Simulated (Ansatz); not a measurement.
# Cr in Al(100), 2x2: scattering by a point defect, part 3 of 3

Wanted: the reflection from a plane of defects, Cr in Al(100), 2x2, and the resistivity it implies.

Ansatz 0.2.0; Ansatz plane-wave DFT, PBE, PAW files, collinear spin; ballistic transport by layer matching (Landauer), zero bias; PAW set soft_1 (the session's first sound run).

So far, resistivity per at.% scaled from this dense plane, with the factor 3/4 for isotropic scattering (µΩ cm): step 3 (resistance at ideal sites) 4.32.

## (5) Transmission after relaxation, relaxed yes

The transmission is solved again on the relaxed atoms.

This step: Ansatz plane-wave DFT, PBE, PAW files, collinear spin; ballistic transport by layer matching (Landauer), zero bias; PAW set soft_1 (Ansatz 0.2.0).

Input file input.yaml:

```yaml
crystal:
  lattice:
    - [5.7246940741, 0.0, 0.0]
    - [0.0, 5.7246940741, 0.0]
    - [0.0, 0.0, 24.28782]
  atoms:
    - { symbol: Al, position: [0.0, 0.0, 0.0416666667] }
    - { symbol: Al, position: [0.0, 0.5, 0.0416666667] }
    - { symbol: Al, position: [0.5, 0.0, 0.0416666667] }
    - { symbol: Al, position: [0.5, 0.5, 0.0416666667] }
    - { symbol: Al, position: [0.25, 0.25, 0.125] }
    - { symbol: Al, position: [0.25, 0.75, 0.125] }
    - { symbol: Al, position: [0.75, 0.25, 0.125] }
    - { symbol: Al, position: [0.75, 0.75, 0.125] }
    - { symbol: Al, position: [0.0, 0.0, 0.2083333333] }
    - { symbol: Al, position: [0.0, 0.5, 0.2083333333] }
    - { symbol: Al, position: [0.5, 0.0, 0.2083333333] }
    - { symbol: Al, position: [0.5, 0.5, 0.2083333333] }
    - { symbol: Al, position: [0.2492735733, 0.2492735733, 0.2926975952] }
    - { symbol: Al, position: [0.2492735733, 0.7507264267, 0.2926975952] }
    - { symbol: Al, position: [0.7507264267, 0.2492735733, 0.2926975952] }
    - { symbol: Al, position: [0.7507264267, 0.7507264267, 0.2926975952] }
    - { symbol: Al, position: [0.0, 0.0, 0.3762645975] }
    - { symbol: Al, position: [0.0, 0.5, 0.3769131049] }
    - { symbol: Al, position: [0.5, 0.0, 0.3769131049] }
    - { symbol: Al, position: [0.5, 0.5, 0.3761527485] }
    - { symbol: Al, position: [0.2471481739, 0.2471481739, 0.4614446196] }
    - { symbol: Al, position: [0.2471481739, 0.7528518261, 0.4614446196] }
    - { symbol: Al, position: [0.7528518261, 0.2471481739, 0.4614446196] }
    - { symbol: Al, position: [0.7528518261, 0.7528518261, 0.4614446196] }
    - { symbol: Cr, position: [0.0, 0.0, 0.5420972816], spin: 2.5 }
    - { symbol: Al, position: [0.0, 0.5, 0.542096006] }
    - { symbol: Al, position: [0.5, 0.0, 0.542096006] }
    - { symbol: Al, position: [0.5, 0.5, 0.5421286578] }
    - { symbol: Al, position: [0.2470865402, 0.2470865402, 0.6226952065] }
    - { symbol: Al, position: [0.2470865402, 0.7529134598, 0.6226952065] }
    - { symbol: Al, position: [0.7529134598, 0.2470865402, 0.6226952065] }
    - { symbol: Al, position: [0.7529134598, 0.7529134598, 0.6226952065] }
    - { symbol: Al, position: [0.0, 0.0, 0.7081056917] }
    - { symbol: Al, position: [0.0, 0.5, 0.7073188745] }
    - { symbol: Al, position: [0.5, 0.0, 0.7073188745] }
    - { symbol: Al, position: [0.5, 0.5, 0.7079322199] }
    - { symbol: Al, position: [0.25, 0.25, 0.7916666667] }
    - { symbol: Al, position: [0.25, 0.75, 0.7916666667] }
    - { symbol: Al, position: [0.75, 0.25, 0.7916666667] }
    - { symbol: Al, position: [0.75, 0.75, 0.7916666667] }
    - { symbol: Al, position: [0.0, 0.0, 0.875] }
    - { symbol: Al, position: [0.0, 0.5, 0.875] }
    - { symbol: Al, position: [0.5, 0.0, 0.875] }
    - { symbol: Al, position: [0.5, 0.5, 0.875] }
    - { symbol: Al, position: [0.25, 0.25, 0.9583333333] }
    - { symbol: Al, position: [0.25, 0.75, 0.9583333333] }
    - { symbol: Al, position: [0.75, 0.25, 0.9583333333] }
    - { symbol: Al, position: [0.75, 0.75, 0.9583333333] }
magnetization:
  spin_polarized: true
kpoints:
  mp_grid: { grid: [4, 4, 1] }
hamiltonian:
  xc: pbe
  pseudopotentials: { kind: paw, azcp: { folder: soft_1 } }
scf:
  occupations: { method: fermi_dirac, width: 0.1 }
output:
  transmission: { leads: [[0, 4]], kmesh: [8, 8], e_range: [-0.05, 0.05], de: 0.05 }
  write_potential: true
  write_density: true
  volumetric_format: npy
```

The run is started by

```
$ ansatz run input.yaml --threads 4 --pin off --max-ram 15360MiB --backend cpu --events-out ev --progress --plain --runs-dir out
```

Numbers of over 12 decimals in the logs are rounded to 6 here.

The program printed:

```text
[...]
Crystal: 48 atoms, lattice volume = 795.963 Å³
Basis set: ecut = 420 eV, 15629 PW (Γ)
Bands: 127, of which v1, the nominal top of the filled ones, is band 78 counted from 1 (77 counted from 0)
Symmetry: 8 space group operations
[...]
k-points: 6 of 16
[...]
Starting moments: Σ|m| = 2.5 μB on 1 of 48 sites
[...]
SCF iter   1: F=—  HF=-28642.720163 eV  |F-HF|=—  |Δ(HF+E_count)|=         —  Δρ=2.52e-2 (↑2.52e-2 ↓1.49e-2)  dr2=1.44e1  dr2_m=3.38e-1  M=1.509 μB ∫|m|=2.421 μB  β_m=0.30  ethr=3.10e-3  ⟨swp⟩=6.1  Hψ=6867  notcnv=0  defer=43
[...]
SCF iter  13: F=-28640.587893 eV  HF=-28640.587893 eV  |F-HF|=1.60e-10  |Δ(HF+E_count)|=  4.00e-11  Δρ=5.69e-8 (↑5.69e-8 ↓4.45e-8)  dr2=1.45e-10  dr2_m=5.14e-13  M=1.900 μB ∫|m|=3.433 μB  ethr=1.37e-12  ⟨swp⟩=12.7  Hψ=6900  notcnv=0
SCF 1 converged in 13 iterations: F = -28640.587893 eV  dr2 = 1.45e-10
[...]
transmission: 93 of 930 steps passed
transmission: 186 of 930 steps passed
[...]
transmission: 930 of 930 steps passed
SCF converged after 13 iterations
Magnetization: 1.9004 μB (78.4502 up, 76.5498 down)
Absolute magnetization: 3.4380 μB (∫|ρ↑−ρ↓|, with the PAW one-centre terms)
[...]
Per-site moments (μB) at R_I (Å): [(-0.00494583, 1.180718), (-0.00409255, 1.180718), (-0.00409255, 1.180718), (-0.00434284, 1.180718), (-0.00412303, 1.180718), (-0.00412303, 1.180718), (-0.00412303, 1.180718), (-0.00412303, 1.180718), (-0.00449952, 1.180718), (-0.00747567, 1.180718), (-0.00747567, 1.180718), (-0.00626239, 1.180718), (-0.0034651, 1.177287), (-0.0034651, 1.177287), (-0.0034651, 1.177287), (-0.0034651,  [...]
Free energy (F): -28640.587893 eV
[...]
Internal energy: -28639.853000 eV  (E = F + TS)
E sigma→0 (E₀):  -28640.220447 eV
Entropy (-TS):   -0.734894 eV (-15.310 meV/atom)
Fermi energy:    7.904241 eV
[...]
--- Band table (eV; the first three rows and the last of 12) ---
  k-point 0 ↑: bands = [... 74 lower, 7.2127, 7.2127, 7.2378, 7.2378, 7.2887, 7.3398, 7.3895, 7.4102, ... 45 higher]
  k-point 1 ↑: bands = [... 74 lower, 7.5486, 7.6000, 7.6176, 7.7128, 7.7323, 7.7800, 8.0382, 8.1583, ... 45 higher]
  k-point 2 ↑: bands = [... 74 lower, 7.3816, 7.5928, 7.6856, 7.7853, 7.8548, 7.9371, 8.2172, 8.3478, ... 45 higher]
  k-point 5 ↓: bands = [... 74 lower, 8.3650, 8.3650, 8.3762, 8.5791, 8.5791, 8.6392, 8.8380, 8.8575, ... 45 higher]
--- Transmission ---
  basis      : 293 plane waves across, 31 finite elements along
  points     : 15, standing for a mesh of 8 x 8
[...]
channels       : 6.265625e0 up, 6.265625e0 down
[...]
junction   : crystal 0 to crystal 0, 0.70 to 22.96 Å
    transmission   : 4.154217e0 up, 4.387524e0 down
[...]
```

Wall time 3.6 min (4 threads of Intel Xeon Platinum 8488C (Sapphire Rapids), shared host); peak memory 2.6 GiB; 12 min of CPU time.

Numbers from this step:

```
free energy                  : -28640.5879 eV
energy at zero smearing      : -28640.2204 eV
transmission, spin up        : 4.154
transmission, spin down      : 4.388
open channels, spin up       : 6.266
open channels, spin down     : 6.266
step of the lead's potential : 19.7 meV
```

Per spin. The transmission, zone mean by energy, zero at the Fermi level:

| energy (eV) | T up | T down |
| --- | --- | --- |
| -0.0500 | 4.12 | 4.50 |
| 0.0000 | 4.15 | 4.39 |
| 0.0500 | 4.17 | 4.17 |

Nearest the Fermi level spin up passes 4.15 of 6.27 channels of the lower lead and spin down 4.39 of 6.27.

## (6) Resistance after relaxation

This step: Ansatz plane-wave DFT, PBE, PAW files, collinear spin; ballistic transport by layer matching (Landauer), zero bias; area resistance of the defect plane and resistivity an atomic per cent; PAW set soft_1 (Ansatz 0.2.0).

Numbers from this step:

* area resistance: 0.3096 fΩ m²
* T over the leads' mean channel count: 0.6876
* spin asymmetry γ: -0.07679 (R down - R up) / (R down + R up)
* resistivity per at.% scaled from this dense plane, with the factor 3/4 for isotropic scattering: 4.589 µΩ cm

Averaged over the energies near the Fermi level, 68.8 % of the channels pass, which makes 0.310 fΩ m², against 0.291 on ideal sites.

## (7) Summary of results

```
share of channels that pass, rigid                                : 0.698
area resistance, rigid                                            : 0.291 fΩ m²
resistivity per at.% from the area resistance, times 3/4, rigid   : 4.32 µΩ cm
share of channels that pass, relaxed                              : 0.688
area resistance, relaxed                                          : 0.310 fΩ m²
resistivity per at.% from the area resistance, times 3/4, relaxed : 4.59 µΩ cm
```

What this shows: The plane of defects adds 0.31 fΩ m². Scaled to one atomic per cent that is 6.1 µΩ cm as it stands and 4.6 with the factor 3/4 for isotropic scattering on a spherical Fermi surface; with the reflection in place of the resistance taken as linear in the density it would be 3.2. These are rough estimates of the dilute value, not bounds. One Cr in each 2x2 cell reflects 31 % of the lead's channels. The relaxed cell differs by 6.3 % in resistance; between the two runs the lead's own channel count goes from 12.5 to 12.4, so sampling may have a part in it. The defect scatters spin up more strongly (asymmetry -0.077). The defects form a dense periodic sheet that scatters coherently, unlike a dilute random alloy. T and N are means over the solved energies nearest the Fermi level. One magnetic start was tried, and the two spins conduct in parallel without mixing.

[Logs are printed without paths, hosts, clocks, repeated set-up lines and the standing remarks that a program may print on its own settings, such as how far it seeks lower states.]

[Hosts, paths, dates, database ids (printed as entryN), source tags and the programs' standing remarks are cut or masked in the printed files.]
